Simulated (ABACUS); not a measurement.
Na:

```xyz
1
Lattice="-2.1410 2.1410 2.1410 2.1410 -2.1410 2.1410 2.1410 2.1410 -2.1410" Properties=species:S:1:pos:R:3 pbc="T T T"
Na    0.0000    0.0000    0.0000
```

| Property | Result |
| --- | --- |
| Program | ABACUS 3.10.1 |
| Task | relaxation of cell and atoms |
| Functional | revTPSS |
| Potentials or basis | SG15 ONCV 1.2 PBE |
| Cutoff | 1401 eV |
| Density cutoff | 5606 eV |
| Basis | plane waves |
| k mesh | 6 × 6 × 6 |
| Occupations | fermi-dirac, width 0.05 eV |
| Spin | no spin polarisation |

At the start: pressure -0.5 GPa; volume 39.26 Å³/atom.

How do energy, volume and symmetry change on relaxing?

Over 3 steps the energy falls by 3.8 meV/atom and the volume is 37.08 Å³/atom (-5.5 %); space group Im-3m (No. 229, to 0.05 Å).

The path:
```
step  energy change (eV)  largest force (eV/Å)  pressure (GPa)  volume (Å³)
   1              0.0000                0.0000           -0.49        39.26
   2             -0.0019                0.0000           -0.36        38.55
   3             -0.0038                0.0000           -0.05        37.08
```

Final structure:
```
Na
1.0
    -2.10064    2.10064    2.10064
     2.10064   -2.10064    2.10064
     2.10064    2.10064   -2.10064
Na
1
Direct
  0.00000 0.00000 0.00000
```

Caveat: the potentials were made for another functional, which shifts forces and pressure.
